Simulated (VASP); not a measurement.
# C (P6_3/mmc) in VASP: relaxation of cell and atoms with r2SCAN

Aim: the relaxation of cell and atoms of C with r2SCAN.

All numbers are computed with VASP 6.6.1; they aren't measurements. Logs are shortened: lines on timing, memory, paths and dates and some standing lists are left out, and cuts for length are marked.

**1. The structure**

The structure is hexagonal, space group P6_3/mmc (No. 194). Conventional cell: a = 2.467 Å, b = 2.467 Å, c = 7.803 Å, α = 90.00°, β = 90.00°, γ = 120.00°. C (site symmetry -6m2) has 3 C at 1.42 Å as nearest neighbours. Around C (site symmetry -6m2) lie 3 C at 1.42 Å.

**2. Relaxation of cell and atoms, r2SCAN**

The input, INCAR:

```
PREC     = Accurate       # precision mode
ENCUT    = 600            # plane-wave cutoff, eV
EDIFF    = 1E-7           # SCF threshold, eV
ISMEAR   = 0              # smearing method
SIGMA    = 0.02           # smearing width, eV
LREAL    = False          # projectors in reciprocal space
LASPH    = True           # aspherical terms in the spheres
NELM     = 80             # most SCF steps
ALGO     = Normal         # electronic algorithm
ISIF     = 3              # what is computed and relaxed
LWAVE    = False          # write WAVECAR
LCHARG   = False          # write CHGCAR
METAGGA  = R2SCAN         # meta-GGA
LMIXTAU  = True         
IBRION   = 2              # ionic algorithm
NSW      = 80             # ionic steps
EDIFFG   = -0.004         # ionic threshold
```

The input, KPOINTS:

```
regular mesh
0
Gamma
  12 12 4
```

The input, POSCAR:

```
C
1.0
    2.4672912600      0.0000000000      0.0000000000
   -1.2336456300      2.1367369100      0.0000000000
    0.0000000000      0.0000000000      7.8030730000
C
4
Direct
    0.0000000000      0.0000000000      0.2500000000
    0.0000000000      0.0000000000      0.7500000000
    0.3333333300      0.6666666700      0.2500000000
    0.6666666700      0.3333333300      0.7500000000
```

Potentials or basis: VASP PAW PBE potentials, release 64 (C).

Command:

```
> cat potpaw_PBE.64/C/POTCAR > POTCAR
> mpirun -np 1 vasp_std > vasp.out
```

OUTCAR:

```text
PREC = Accurate
   ENCUT = 600
   EDIFF = 1E-7
   ISMEAR = 0
   LREAL = False
   LASPH = True
   NELM = 80
   ISIF = 3
   METAGGA = R2SCAN
   IBRION = 2
   NSW = 80
   EDIFFG = -0.004

 ion  position               nearest neighbor table
   1  0.000  0.000  0.250-   3 1.42   3 1.42   3 1.42
   2  0.000  0.000  0.750-   4 1.42   4 1.42   4 1.42
   3  0.333  0.667  0.250-   1 1.42   1 1.42   1 1.42
   4  0.667  0.333  0.750-   2 1.42   2 1.42   2 1.42

  LATTYP: Found a hexagonal cell.
 ALAT       =     2.4672912600
 C/A-ratio  =     3.1626071581

  Lattice vectors:

 A1 = (   2.4672912600,   0.0000000000,   0.0000000000)
 A2 = (  -1.2336456300,   2.1367369100,   0.0000000000)
 A3 = (   0.0000000000,   0.0000000000,   7.8030730000)

Analysis of symmetry for initial positions (statically):
=====================================================================
 Subroutine PRICEL returns:
 Original cell was already a primitive cell.

 Routine SETGRP: Setting up the symmetry group for a
 hexagonal supercell.

 Subroutine GETGRP returns: Found 24 space group operations
 (whereof 12 operations were pure point group operations)
 out of a pool of 24 trial point group operations.

The static configuration has the point symmetry D_3d.
 The point group associated with its full space group is D_6h.

Analysis of symmetry for dynamics (positions and initial velocities):
=====================================================================
 Subroutine PRICEL returns:
 Original cell was already a primitive cell.

 Routine SETGRP: Setting up the symmetry group for a
 hexagonal supercell.

 Subroutine GETGRP returns: Found 24 space group operations
 (whereof 12 operations were pure point group operations)
 out of a pool of 24 trial point group operations.

The dynamic configuration has the point symmetry D_3d.
 The point group associated with its full space group is D_6h.

 Subroutine INISYM returns: Found 24 space group operations
 (whereof 12 operations are pure point group operations),
 and found     1 'primitive' translations

----------------------------------------------------------------------------------------

                                     Primitive cell

  volume of cell :      41.1374

  direct lattice vectors                    reciprocal lattice vectors
     2.467291260  0.000000000  0.000000000     0.405302777  0.234001668  0.000000000
    -1.233645630  2.136736910  0.000000000     0.000000000  0.468003335  0.000000000
     0.000000000  0.000000000  7.803073000     0.000000000  0.000000000  0.128154639

  length of vectors
     2.467291260  2.467291260  7.803073000     0.468003335  0.468003335  0.128154639

  position of ions in fractional coordinates (direct lattice)
     0.000000000  0.000000000  0.250000000
     0.000000000  0.000000000  0.750000000
     0.333333330  0.666666670  0.250000000
     0.666666670  0.333333330  0.750000000

  ion indices of the primitive-cell ions
   primitive index   ion index
                 1           1
                 2           2
                 3           3
                 4           4

----------------------------------------------------------------------------------------

 KPOINTS: regular mesh

Automatic generation of k-mesh.
 Grid dimensions read from file:
 generate k-points for:   12   12    4

 Generating k-lattice:

  Cartesian coordinates                     Fractional coordinates (reciprocal lattice)
     0.033775231  0.019500139  0.000000000     0.083333333 -0.000000000  0.000000000
     0.000000000  0.039000278  0.000000000     0.000000000  0.083333333  0.000000000
     0.000000000  0.000000000  0.032038660     0.000000000  0.000000000  0.250000000

  Length of vectors
     0.039000278  0.039000278  0.032038660

  Shift w.r.t. Gamma in fractional coordinates (k-lattice)
     0.000000000  0.000000000  0.000000000

 Subroutine IBZKPT returns following result:
 ===========================================

 Found     57 irreducible k-points:

 Following reciprocal coordinates:
            Coordinates               Weight
  0.000000  0.000000  0.000000      1.000000
  0.083333  0.000000  0.000000      6.000000
  0.166667  0.000000  0.000000      6.000000
  0.250000 -0.000000  0.000000      6.000000
  0.333333  0.000000  0.000000      6.000000
  0.416667 -0.000000  0.000000      6.000000
[... 16 lines left out ...]
  0.250000 -0.000000  0.250000     12.000000
  0.333333  0.000000  0.250000     12.000000
 [... further k-points ...]
   k-points           NKPTS =     57   k-points in BZ     NKDIM =     57   number of bands    NBANDS=     12
   number of dos      NEDOS =    301   number of ions     NIONS =      4
   total plane-waves  NPLWV =  25600
   dimension x,y,z NGX =    20 NGY =   20 NGZ =   64
   dimension x,y,z NGXF=    40 NGYF=   40 NGZF=  128
   ions per type =               4
   NGX,Y,Z   is equivalent  to a cutoff of  13.48, 13.48, 13.64 a.u.
   NGXF,Y,Z  is equivalent  to a cutoff of  26.95, 26.95, 27.27 a.u.
 SYSTEM =  unknown system
   PREC   = accura    normal or accurate (medium, high low for compatibility)
   ISTART =      0    job   : 0-new  1-cont  2-samecut
   ICHARG =      2    charge: 1-file 2-atom 10-const
   ISPIN  =      1    spin polarized calculation?
   LNONCOLLINEAR =      F non collinear calculations
   LSORBIT =      F    spin-orbit coupling
   LASPH  =      T    aspherical Exc in radial PAW
   ENCUT  =  600.0 eV  44.10 Ry    6.64 a.u.   4.93  4.93 15.58*2*pi/ulx,y,z
   NELM   =     80;   NELMIN=  2; NELMDL= -5     # of ELM steps
   EDIFF  = 0.1E-06   stopping-criterion for ELM
   LREAL  =      F    real-space projection
   EDIFFG = -.4E-02   stopping-criterion for IOM
   NSW    =     80    number of steps for IOM
   IBRION =      2    ionic relax: 0-MD 1-quasi-New 2-CG
   NFREE  =      1    steps in history (QN), initial steepest desc. (CG)
   ISIF   =      3    stress and relaxation
   ISYM   =      2    0-nonsym 1-usesym 2-fastsym
   POTIM  = 0.5000    time-step for ionic-motion
   TEBEG  =    0.0;   TEEND  =   0.0 temperature during run
   PSTRESS=    0.0 pullay stress
   NELECT =      16.0000    total number of electrons
   NUPDOWN=      -1.0000    fix difference up-down
   EMIN   =  10.00;   EMAX   =-10.00  energy-range for DOS
   EFERMI =   0.00;   METHOD = LEGACY
   ISMEAR =     0;   SIGMA  =   0.02  broadening in eV -4-tet -1-fermi 0-gaus
   EFERMI_NEDOS =   21; number of points for ismear=-14 and -15
   IALGO  =     38    algorithm
   IMIX   =      4    mixing-type and parameters
     AMIX     =   0.40;   BMIX     =  1.00
     AMIX_MAG =   1.60;   BMIX_MAG =  1.00
  volume/ion in A,a.u.               =      10.28        69.40
  Fermi-wavevector in a.u.,A,eV,Ry     =   1.195003  2.258229 19.429568  1.428033
  Thomas-Fermi vector in A             =   2.330979
   LORBIT       =      0    0 simple, 1 ext, 2 COOP (PROOUT), +10 PAW based schemes
   METAGGA = R2SCAN    functional components
   LHFCALC =     F    Hartree Fock is set to
   AEXX    =    0.0000 exact exchange contribution
   IVDW    =     0    specifies the selected vdW correction
   LEPSILON=     F    determine dielectric tensor
   LRPA    =     F    only Hartree local field effects (RPA)
 conjugate gradient relaxation of ions
 non-spin polarized calculation
 Gauss-broadening in eV      SIGMA  =   0.02
  energy-cutoff  :      600.00
  volume of cell :       41.14
 maximum number of plane-waves:      1407
 NGX is ok and might be reduce to    20
   NGX =  9   NGY =  9   NGZ = 31

--------------------------------------- Ionic step        1  -------------------------------------------

 number of electron      16.0000001 magnetization

 Free energy of the ion-electron system (eV)
  ---------------------------------------------------
  ext. energy  EPLUGINS =         0.00000000
  ---------------------------------------------------
  free energy    TOTEN  =       -39.73550012 eV

  energy without entropy =      -39.73511118  energy(sigma->0) =      -39.73530565

------------------------ aborting loop because EDIFF is reached ----------------------------------------

  FORCE on cell =-STRESS in cart. coord.  units (eV):
  Direction    XX          YY          ZZ          XY          YZ          ZX
  --------------------------------------------------------------------------------------
  -------------------------------------------------------------------------------------
  Total       -1.1342936     -1.1342936     -0.3555002      0.0000000     -0.0000000      0.0000000
  in kB      -44.1772747    -44.1772747    -13.8456469      0.0000000     -0.0000000      0.0000000
  external PRESSURE =     -34.0667321 kB  Pullay stress =       0.0000000 kB
[... 95 lines left out ...]
  FREE ENERGIE OF THE ION-ELECTRON SYSTEM (eV)
  ---------------------------------------------------
  free  energy   TOTEN  =       -39.7406401470 eV

  energy  without entropy=      -39.7402512229  energy(sigma->0) =      -39.74044568

 E-fermi :   3.5723     XC(G=0): -10.1797

 val. band max:        3.5719283664   @ k =   0.3333   0.3333   0.2500
 cond. band min:       3.5736804018   @ k =   0.3333   0.3333   0.5000
 fundamental gap:      0.0017520354
 Fermi energy:         3.5722661941

 k-point     1 :       0.0000    0.0000    0.0000
  band No.  band energies     occupation
      1     -17.3211      2.00000
      2     -17.2254      2.00000
      3      -5.0201      2.00000
      4      -4.0558      2.00000
      5       0.3448      2.00000
      6       0.3448      2.00000
      7       0.3492      2.00000
      8       0.3492      2.00000
      9       7.0601      0.00000
     10      11.7055      0.00000
     11      12.2787      0.00000
     12      12.2787      0.00000
[... 331 lines left out ...]
 k-point    24 :       0.3333    0.0000    0.2500
  band No.  band energies     occupation
      1     -14.5558      2.00000
      2     -14.4997      2.00000
      3      -6.7392      2.00000
      4      -6.7116      2.00000
      5      -2.5924      2.00000
      6      -2.5831      2.00000
      7      -1.6609      2.00000
      8      -1.0799      2.00000
      9       8.7078      0.00000
     10       9.0202      0.00000
     11      10.9593      0.00000
     12      11.6343      0.00000

 [... further k-points ...]

[... ionic steps 4 to 10 ...]

--------------------------------------- Ionic step       11  -------------------------------------------

 number of electron      16.0000001 magnetization

------------------------ aborting loop because EDIFF is reached ----------------------------------------

  FORCE on cell =-STRESS in cart. coord.  units (eV):
  Direction    XX          YY          ZZ          XY          YZ          ZX
  --------------------------------------------------------------------------------------
  -------------------------------------------------------------------------------------
  Total       -0.0360723     -0.0360723     -0.0080400     -0.0000000      0.0000000      0.0000000
  in kB       -1.5966127     -1.5966127     -0.3558606     -0.0000000      0.0000000      0.0000000
  external PRESSURE =      -1.1830287 kB  Pullay stress =       0.0000000 kB
[... 61 lines left out ...]
  energy  without entropy=      -39.7676772723  energy(sigma->0) =      -39.76784679

--------------------------------------- Ionic step       13  -------------------------------------------

 number of electron      16.0000001 magnetization

 Free energy of the ion-electron system (eV)
  ---------------------------------------------------
  ext. energy  EPLUGINS =         0.00000000
  ---------------------------------------------------
  free energy    TOTEN  =       -39.76953436 eV

  energy without entropy =      -39.76919473  energy(sigma->0) =      -39.76936455

 E-fermi :   4.4042     XC(G=0): -10.9172

 val. band max:        4.4028689747   @ k =   0.3333   0.3333   0.2500
 cond. band min:       4.4086664353   @ k =   0.3333   0.3333   0.5000
 fundamental gap:      0.0057974606
 Fermi energy:         4.4041700852

 k-point     1 :       0.0000    0.0000    0.0000
  band No.  band energies     occupation
      1     -16.5340      2.00000
      2     -16.3027      2.00000
      3      -4.5060      2.00000
      4      -2.7912      2.00000
      5       1.1988      2.00000
      6       1.1988      2.00000
      7       1.2126      2.00000
      8       1.2126      2.00000
      9       8.5775      0.00000
     10      13.1240      0.00000
     11      13.1240      0.00000
     12      13.1652      0.00000
[... 331 lines left out ...]
 k-point    24 :       0.3333    0.0000    0.2500
  band No.  band energies     occupation
      1     -13.7426      2.00000
      2     -13.6046      2.00000
      3      -5.9062      2.00000
      4      -5.8335      2.00000
      5      -1.7444      2.00000
      6      -1.7164      2.00000
      7      -1.0353      2.00000
      8       0.0075      2.00000
      9       9.4136      0.00000
     10      10.0046      0.00000
     11      12.3289      0.00000
     12      12.4798      0.00000

 [... further k-points ...]

------------------------ aborting loop because EDIFF is reached ----------------------------------------

  FORCE on cell =-STRESS in cart. coord.  units (eV):
  Direction    XX          YY          ZZ          XY          YZ          ZX
  --------------------------------------------------------------------------------------
  -------------------------------------------------------------------------------------
  Total        0.0025930      0.0025930     -0.0077504      0.0000000     -0.0000000      0.0000000
  in kB        0.1148108      0.1148108     -0.3431596      0.0000000     -0.0000000      0.0000000
  external PRESSURE =      -0.0378460 kB  Pullay stress =       0.0000000 kB
[... 19 lines left out ...]
  FREE ENERGIE OF THE ION-ELECTRON SYSTEM (eV)
  ---------------------------------------------------
  free  energy   TOTEN  =       -39.7695343642 eV

  energy  without entropy=      -39.7691947262  energy(sigma->0) =      -39.76936455

 reached required accuracy - stopping structural energy minimisation
```

Run time: 17 min. Hardware: 1 thread of Intel Xeon Platinum 8488C (Sapphire Rapids), shared host; peak memory 0.17 GiB.

What came out:

```yaml
Free_energy: -39.7695 eV
Relaxed_volume: 9.05 Å³/atom
Relaxed_cell: a = 2.457 Å, b = 2.457 Å, c = 6.924 Å, α = 90.00°, β = 90.00°, γ = 120.00°
Space_group_after_relaxing_to_0.05_Å: P6_3/mmc (No. 194)
Energy_gained_by_relaxing: 8.5 meV/atom
Ionic_steps: 13
Pressure_after_relaxing: 0.0 GPa
Band_gap_on_the_k_mesh: none (metal or under the smearing width)
```

Step by step:
| step | energy change (eV) | largest force (eV/Å) | pressure (GPa) | volume (Å³) |
| --- | --- | --- | --- | --- |
| 1 | 0.0000 | 0.0000 | -3.41 | 41.14 |
| 2 | 0.0204 | 0.0000 | 6.94 | 39.85 |
| 3 | -0.0051 | 0.0000 | -0.34 | 40.73 |
| 4 | -0.0065 | 0.0000 | -0.35 | 40.58 |
| 5 | -0.0107 | 0.0000 | -0.36 | 40.11 |
| 6 | -0.0187 | 0.0000 | -0.37 | 39.16 |
| 7 | -0.0313 | 0.0000 | -0.27 | 37.27 |
| 8 | -0.0083 | 0.0000 | 0.81 | 33.50 |
| 9 | -0.0336 | 0.0000 | -0.18 | 36.59 |
| 10 | -0.0340 | 0.0000 | -0.10 | 36.11 |
| 11 | -0.0340 | 0.0000 | -0.12 | 36.20 |
| 12 | -0.0325 | 0.0000 | 1.95 | 35.98 |
| 13 | -0.0340 | 0.0000 | 0.00 | 36.19 |

Final structure:
```
C
1.0
     2.45656    0.00000    0.00000
    -1.22828    2.12744    0.00000
     0.00000    0.00000    6.92391
C
4
Cartesian
  0.0000 0.0000 1.7310
  0.0000 0.0000 5.1929
  0.0000 1.4183 1.7310
  1.2283 0.7091 5.1929
```

Levels at points of the mesh, in eV from the Fermi level:
```
           k point  band 6  band 7  band 8  band 9  band 10  band 11
(0.00, 0.00, 0.00)   -3.21   -3.19   -3.19    4.17     8.72     8.72
(0.50, 0.00, 0.00)   -6.79   -2.87   -2.27    1.61     2.26     7.62
(0.00, 0.00, 0.50)   -3.20   -3.20   -3.20    6.70     6.70     8.74
(0.50, 0.00, 0.50)   -6.81   -2.52   -2.52    1.77     1.77     7.78
```

Caveat: the PAW data sets were made with another functional, which shifts forces and pressure a little.
